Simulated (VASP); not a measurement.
Runs of VASP 6.6.1 on Li2O. It takes space group Fm-3m (No. 225, cubic). The conventional cell has a = 4.579 Å, b = 4.579 Å, c = 4.579 Å, α = 90.00°, β = 90.00°, γ = 90.00°. Li (site symmetry -43m) is surrounded by 4 O at 1.98 Å. O (site symmetry m-3m) is surrounded by 8 Li at 1.98 Å. 

```tsv
level	potentials or basis	k mesh	cutoff (eV)	smearing	gap on the mesh (eV)	pressure (GPa)
PBEsol	VASP PAW PBE potentials, release 64 (Li_sv, O)	8 × 8 × 8	700	gaussian 0.02 eV	4.87	-0.1
r2SCAN	VASP PAW PBE potentials, release 64 (Li_sv, O)	8 × 8 × 8	520	gaussian 0.02 eV	5.72	-
PBEsol	VASP PAW PBE potentials, release 64 (Li_sv, O)	14 × 14 × 14	520	gaussian 0.02 eV	4.86	-
PBEsol	VASP PAW PBE potentials, release 64 (Li_sv, O_h)	8 × 8 × 8	900	gaussian 0.02 eV	4.87	(a)
PBEsol	VASP PAW PBE potentials, release 64 (Li_sv, O)	8 × 8 × 8	520	gaussian 0.5 eV	4.86	-
```

Alike in all rows: task single point; no spin polarisation; cell as given.

Task: Estimate the missing entries.

Result: (a) 0.0.

Caveats: the PAW data sets were made with another functional, which shifts forces and pressure a little; the cutoff is under 1.25 times the usual one of these potentials, so pressure, stress and relaxed cells hold a basis-set (Pulay) error (some runs).

A k mesh can miss the band edges.
